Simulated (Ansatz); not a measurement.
## Os at several levels of theory

One geometry, relaxed with PBE, and single points on it; plane waves with PAW potentials in Ansatz, scalar-relativistic unless the row names spin-orbit coupling. No spin polarisation. Meshes are on the primitive cell of 2 atoms. Gaps are the least over mesh and band path; pressure is positive in compression. Smearing is Gaussian, 0.10 eV.

```xyz
2
Lattice="2.7528 0.0000 0.0000 -1.3764 2.3840 0.0000 0.0000 0.0000 4.3509" Properties=species:S:1:pos:R:3 pbc="T T T"
Os    0.0000    1.5893    1.0877
Os    1.3764    0.7947    3.2631
```

| level | cutoff (eV) | k mesh | gap (eV) | pressure (GPa) | rough cost with bands (core-min) |
| --- | --- | --- | --- | --- | --- |
| PBE | 420 | 18×18×10 | 0 | 0.0 | 0.5 |
| r2SCAN | 500 | 18×18×10 | 0 | -7.6 | 0.7 |
| PBE with spin-orbit coupling | 420 | 18×18×10 | 0 | 0.3 | 0.8 |
| PBEsol | 420 | 18×18×10 | 0 | -11.1 | 0.5 |

Spin-orbit coupling is left out except in a row that names it, which matters for the bands of heavy elements.